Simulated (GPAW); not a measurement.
A run of GPAW 26.7.0:

Contents of run.py:

```python
from ase.dft.bandgap import bandgap
from ase.io import read, write
from ase.units import GPa
from gpaw import GPAW, PW, setup_paths

setup_paths.insert(0, '.')

atoms = read('SiC.cif')

calc = GPAW(mode=PW(800),
            xc='GGA_X_OPTX+GGA_C_LYP',
            kpts={'size': (6, 6, 2), 'gamma': True},
            occupations={'name': 'fermi-dirac', 'width': 0.05},
            nbands=32,
            convergence={'density': 1e-05, 'energy': 1e-05},
            eigensolver='davidson',
            maxiter=150,
            txt='gpaw.txt')
atoms.calc = calc
energy = atoms.get_potential_energy()
forces = atoms.get_forces()
stress = atoms.get_stress()
calc.write('gs.gpw')
write('result.traj', atoms)
print(f'Energy: {energy:.6f} eV')
print('Forces (eV/A):')
print(forces.round(4))
print('Stress (GPa):', (stress / GPa).round(3))
print('Fermi level:', round(calc.get_fermi_level(), 4), 'eV')
print(f'Gap: {bandgap(calc)[0]:.4f} eV, direct: {bandgap(calc, direct=True)[0]:.4f} eV')

path = atoms.cell.bandpath('GMKGALHA,LM,KH', npoints=60, eps=1e-4)
bs_calc = calc.fixed_density(kpts=path, symmetry='off', nbands=50,
                             convergence={'bands': 'CBM+6.0', 'eigenstates': 1e-6}, txt='bands.txt')
bs = bs_calc.band_structure()
bs.write('bs.json')
print(f'Gap on the path: {bandgap(bs_calc)[0]:.4f} eV')
```

File SiC.cif:

```cif
data_SiC
_cell_length_a 3.07569415
_cell_length_b 3.07569415
_cell_length_c 10.07064648
_cell_angle_alpha 90.00000000
_cell_angle_beta 90.00000000
_cell_angle_gamma 120.00000000
_space_group_name_H-M_alt 'P6_3mc'
_space_group_name_Hall 'P 6c -2c'
_space_group_IT_number 186
loop_
_space_group_symop_operation_xyz
'x,y,z'
'x-y,x,z+1/2'
'-y,x-y,z'
'-x,-y,z+1/2'
'-x+y,-x,z'
'y,-x+y,z+1/2'
'y,x,z+1/2'
'x,x-y,z'
'x-y,-y,z+1/2'
'-y,-x,z'
'-x,-x+y,z+1/2'
'-x+y,y,z'
loop_
_atom_site_label
_atom_site_type_symbol
_atom_site_symmetry_multiplicity
_atom_site_Wyckoff_symbol
_atom_site_fract_x
_atom_site_fract_y
_atom_site_fract_z
_atom_site_occupancy
Si1 Si 2 a 0.0000000000 0.0000000000 0.1878943800 1
Si2 Si 2 b 0.3333333333 0.6666666667 0.4378419800 1
C1 C 2 a 0.0000000000 0.0000000000 0.0004600500 1
C2 C 2 b 0.3333333333 0.6666666667 0.2498025900 1
```

Potentials or basis: PAW data sets generated in the run's folder for this functional, pw.

The run is started by

```bash
$ gpaw-setup -f GGA_X_OPTX+GGA_C_LYP C Si
$ OMP_NUM_THREADS=1 python run.py
```

Hardware: 1 thread of Intel(R) Xeon(R) Platinum 8488C (Sapphire Rapids), with other jobs on the host.

Problem. Estimate the wall time of this run.

Solution. It took 2.8 min on 1 thread of Intel(R) Xeon(R) Platinum 8488C (Sapphire Rapids), with other jobs on the host, peak memory 0.53 GiB. Counts: scf iterations 17, plane waves 4263, bands 32, k points 14.
